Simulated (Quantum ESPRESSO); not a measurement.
A run of Quantum ESPRESSO 7.5 is set up as follows.

The input pw.in:

```
&CONTROL
  calculation = 'scf'
  prefix = 'pwscf'
  outdir = './tmp'
  pseudo_dir = './pseudo'
  tprnfor = .true.
  tstress = .true.
  disk_io = 'low'
/
&SYSTEM
  ibrav = 0
  nat = 2
  ntyp = 2
  ecutwfc = 74
  nbnd = 14
  occupations = 'smearing'
  smearing = 'fd'
  degauss = 0.00367493
/
&ELECTRONS
  conv_thr = 4d-10
  electron_maxstep = 120
  mixing_beta = 0.5
/
ATOMIC_SPECIES
I    126.9045 I.upf
K     39.0983 K.upf
CELL_PARAMETERS angstrom
   0.0000000000    3.5327750000    3.5327750000
   3.5327750000    0.0000000000    3.5327750000
   3.5327750000    3.5327750000    0.0000000000
ATOMIC_POSITIONS angstrom
I      3.5327750000    3.5327750000    3.5327750000
K      0.0000000000    0.0000000000    0.0000000000
K_POINTS automatic
6 6 6 1 1 1
```

File scf2.in:

```
&CONTROL
  calculation = 'scf'
  prefix = 'pwscf'
  outdir = './tmp'
  pseudo_dir = './pseudo'
  tprnfor = .true.
  tstress = .true.
  disk_io = 'low'
/
&SYSTEM
  ibrav = 0
  nat = 2
  ntyp = 2
  ecutwfc = 74
  nbnd = 14
  occupations = 'fixed'
/
&ELECTRONS
  conv_thr = 1d-13
  electron_maxstep = 120
  mixing_beta = 0.5
  startingpot = 'file'
  startingwfc = 'file'
/
ATOMIC_SPECIES
I    126.9045 I.upf
K     39.0983 K.upf
CELL_PARAMETERS angstrom
   0.0000000000    3.5327750000    3.5327750000
   3.5327750000    0.0000000000    3.5327750000
   3.5327750000    3.5327750000    0.0000000000
ATOMIC_POSITIONS angstrom
I      3.5327750000    3.5327750000    3.5327750000
K      0.0000000000    0.0000000000    0.0000000000
K_POINTS automatic
6 6 6 1 1 1
```

ph.in

```
dielectric of KI
&INPUTPH
  prefix = 'pwscf'
  outdir = './tmp'
  tr2_ph = 1d-18
  fildyn = 'dyn'
  niter_ph = 90
  alpha_mix(1) = 0.7
  epsil = .true.
  trans = .false.
  zeu = .true.
/
0.0000000000 0.0000000000 0.0000000000
```

Potentials or basis: PseudoDojo 0.4.1 SR PBE standard.

Run with:

```sh
$ OMP_NUM_THREADS=1 pw.x -in pw.in > pw.out
$ OMP_NUM_THREADS=1 pw.x -in scf2.in > scf2.out
$ OMP_NUM_THREADS=1 ph.x -in ph.in > ph.out
```

Question: Predict the electronic dielectric tensor (diagonal).

Answer: 2.88.

Question: Predict the Born charges (mean of the diagonal).

Answer: I -1.14; K +1.14 e.

Question: Estimate the pressure.

Answer: 0.6 GPa.

Born effective charge tensors (e):
atom 1, I
```
-1.14  0.00  0.00
 0.00 -1.14  0.00
 0.00  0.00 -1.14
```
atom 2, K
```
1.14 0.00 0.00
0.00 1.14 0.00
0.00 0.00 1.14
```

The run has no spin-orbit coupling, so splittings on I are missing.

**Experimental background.**

From a printed reference work, monograph, for a bulk crystal of KI: high-frequency dielectric constant 2.65.

A measured high-frequency dielectric constant of KI is 2.65 (a printed reference work, monograph); the calculated 2.88 misses it by +8.5 %.
